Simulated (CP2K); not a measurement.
The system is Sb.

```xyz
1
Lattice="3.3534 0.0000 0.0000 1.6767 2.9042 0.0000 1.6767 0.9681 2.7381" Properties=species:S:1:pos:R:3 pbc="T T T"
Sb    0.0000    0.0000    0.0000
```

This isn't the form of Sb at room conditions, which is rhombohedral.

* Program: CP2K 2026.2
* Task: single point
* Functional: PBEsol
* Potentials or basis: POTENTIAL_UZH Sb GTH-PBE-q5; TZVP-MOLOPT-PBE-GTH basis
* Density cutoff: 6123 eV
* k mesh: 10 × 10 × 10
* Occupations: fermi-dirac, width 0.05 eV
* Spin: no spin polarisation

On this cell: pressure 2.1 GPa; band gap on the k mesh none (metal or under the smearing width).

The same run follows on a disturbed copy (cell strained at random at fixed volume):

```
Sb
1.0
     3.38171    0.00000    0.00000
     1.68170    2.87536    0.00000
     1.65229    1.05958    2.74239
Sb
1
Direct
  0.99246 0.01309 0.98926
```

What does the disturbed cell give?

The energy (extrapolated to zero smearing) moves by -1.9 meV/atom; pressure 2.0 GPa; band gap on the k mesh none (metal or under the smearing width).

Stress tensor (GPa, compression positive):
```
1.92 0.31 0.51
0.31 2.00 0.06
0.51 0.06 2.06
```

The energy falls, though the first cell shows no forces: that form is unstable against this distortion, unless noise or another electronic state is at work.

Caveats: the potentials were made for another functional, which shifts forces and pressure; the basis of atomic orbitals isn't converged, which shifts pressures, moduli and gaps.
